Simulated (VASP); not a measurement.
The system is LiF (Griceite).

```xyz
16
Lattice="0.0000 4.0280 4.0280 4.0280 0.0000 4.0280 4.0280 4.0280 0.0000" Properties=species:S:1:pos:R:3 pbc="T T T"
Li    0.0000    0.0000    0.0000
Li    2.0140    2.0140    0.0000
Li    2.0140    0.0000    2.0140
Li    4.0280    2.0140    2.0140
Li    0.0000    2.0140    2.0140
Li    2.0140    4.0280    2.0140
Li    2.0140    2.0140    4.0280
Li    4.0280    4.0280    4.0280
F     2.0140    2.0140    2.0140
F     4.0280    4.0280    2.0140
F     4.0280    2.0140    4.0280
F     6.0420    4.0280    4.0280
F     2.0140    4.0280    4.0280
F     4.0280    6.0420    4.0280
F     4.0280    4.0280    6.0420
F     6.0420    6.0420    6.0420
```

| Item | Value |
| --- | --- |
| Program | VASP 6.6.1 |
| Task | phonon dispersion |
| Functional | LDA |
| Potentials or basis | VASP PAW LDA potentials, release 64 (Li_sv, F) |
| Cutoff | 520 eV |
| k mesh | 4 × 4 × 4 |
| Occupations | gaussian, width 0.03 eV |
| Spin | no spin polarisation |
| Long-range dipole term | yes |
| Supercell matrix | [2, 0, 0, 0, 2, 0, 0, 0, 2] |
| Further INCAR settings | LREAL = Auto; ALGO = Normal; EDIFF = 1e-07; IBRION = 6; POTIM = 0.015; NSW = 1 |

Problem. Is this structure dynamically stable at this level, and how far does the spectrum reach?

Solution. Yes, as far as this q mesh shows: no mode on the path is imaginary. The highest frequency is 619 cm⁻¹.

Phonon frequencies at the corners of the path (cm⁻¹, interpolated; i marks imaginary ones):
| point | frequencies |
| --- | --- |
| Γ | 0 0 0 270 270 619 |
| X | 235 235 312 313 313 452 |
| W | 245 284 284 344 387 387 |
| K | 224 278 290 299 404 418 |
| L | 193 193 266 266 358 581 |
| U | 224 278 290 299 404 418 |

A q mesh this small can miss soft modes between its points.
